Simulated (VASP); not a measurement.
Input of a VASP 6.6.1 run:

The input INCAR:

```
ALGO = Normal
EDIFF = 1E-6
ENCUT = 520
ISIF = 2
ISMEAR = -1
LASPH = True
LCHARG = False
LMAXMIX = 4
LMIXTAU = True
LREAL = False
LWAVE = False
METAGGA = RTPSS
NBANDS = 12
NELM = 100
PREC = Accurate
SIGMA = 0.05
```

File KPOINTS:

```
k-points
0
Gamma
  11 11 11
```

The input POSCAR:

```
Ag
1.0
    0.0000000000      2.0427500000      2.0427500000
    2.0427500000      0.0000000000      2.0427500000
    2.0427500000      2.0427500000      0.0000000000
Ag
1
Direct
    0.0000000000      0.0000000000      0.0000000000
```

File KPOINTS_OPT:

```
path GXWKGLUWLK,UX
15
line-mode
reciprocal
 0.0000000000  0.0000000000  0.0000000000  G
 0.5000000000  0.0000000000  0.5000000000  X

 0.5000000000  0.0000000000  0.5000000000  X
 0.5000000000  0.2500000000  0.7500000000  W

 0.5000000000  0.2500000000  0.7500000000  W
 0.3750000000  0.3750000000  0.7500000000  K

 0.3750000000  0.3750000000  0.7500000000  K
 0.0000000000  0.0000000000  0.0000000000  G

 0.0000000000  0.0000000000  0.0000000000  G
 0.5000000000  0.5000000000  0.5000000000  L

 0.5000000000  0.5000000000  0.5000000000  L
 0.6250000000  0.2500000000  0.6250000000  U

 0.6250000000  0.2500000000  0.6250000000  U
 0.5000000000  0.2500000000  0.7500000000  W

 0.5000000000  0.2500000000  0.7500000000  W
 0.5000000000  0.5000000000  0.5000000000  L

 0.5000000000  0.5000000000  0.5000000000  L
 0.3750000000  0.3750000000  0.7500000000  K

 0.6250000000  0.2500000000  0.6250000000  U
 0.5000000000  0.0000000000  0.5000000000  X
```

Potentials or basis: VASP PAW PBE potentials, release 64 (Ag).

The run is started by

```console
$ cat potpaw_PBE.64/Ag/POTCAR > POTCAR
$ mpirun -np 1 vasp_std > vasp.out
```

What does it give for the pressure?

-2.9 GPa.

Estimate the band gap along the path.

none (metal or under the smearing width).

Levels at the corners of the path, in eV from the Fermi level:
```csv
point,band 1,band 2,band 3,band 4,band 5,band 6,band 7,band 8,band 9,band 10
Γ,-8.02,-5.02,-5.02,-5.02,-3.98,-3.98,15.78,19.44,19.44,19.44
X,-6.71,-6.54,-3.22,-2.97,-2.97,1.36,6.59,10.51,10.51,16.83
X,-6.71,-6.54,-3.22,-2.97,-2.97,1.36,6.59,10.51,10.51,16.83
W,-5.95,-5.31,-5.31,-3.98,-2.97,5.74,5.74,6.95,7.87,22.58
W,-5.95,-5.31,-5.31,-3.98,-2.97,5.74,5.74,6.95,7.87,22.58
K,-6.26,-5.83,-4.31,-3.77,-3.25,4.07,5.08,6.95,12.63,16.53
K,-6.26,-5.83,-4.31,-3.77,-3.25,4.07,5.08,6.95,12.63,16.53
Γ,-8.02,-5.02,-5.02,-5.02,-3.98,-3.98,15.78,19.44,19.44,19.44
Γ,-8.02,-5.02,-5.02,-5.02,-3.98,-3.98,15.78,19.44,19.44,19.44
L,-6.64,-5.05,-5.05,-3.18,-3.18,-0.70,3.47,14.93,17.86,17.86
L,-6.64,-5.05,-5.05,-3.18,-3.18,-0.70,3.47,14.93,17.86,17.86
U,-6.26,-5.83,-4.31,-3.77,-3.25,4.07,5.08,6.95,12.63,16.53
U,-6.26,-5.83,-4.31,-3.77,-3.25,4.07,5.08,6.95,12.63,16.53
W,-5.95,-5.31,-5.31,-3.98,-2.97,5.74,5.74,6.95,7.87,22.58
W,-5.95,-5.31,-5.31,-3.98,-2.97,5.74,5.74,6.95,7.87,22.58
L,-6.64,-5.05,-5.05,-3.18,-3.18,-0.70,3.47,14.93,17.86,17.86
L,-6.64,-5.05,-5.05,-3.18,-3.18,-0.70,3.47,14.93,17.86,17.86
K,-6.26,-5.83,-4.31,-3.77,-3.25,4.07,5.08,6.95,12.63,16.53
U,-6.26,-5.83,-4.31,-3.77,-3.25,4.07,5.08,6.95,12.63,16.53
X,-6.71,-6.54,-3.22,-2.97,-2.97,1.36,6.59,10.51,10.51,16.83
```

Caveat: the PAW data sets were made with another functional, which shifts forces and pressure a little.
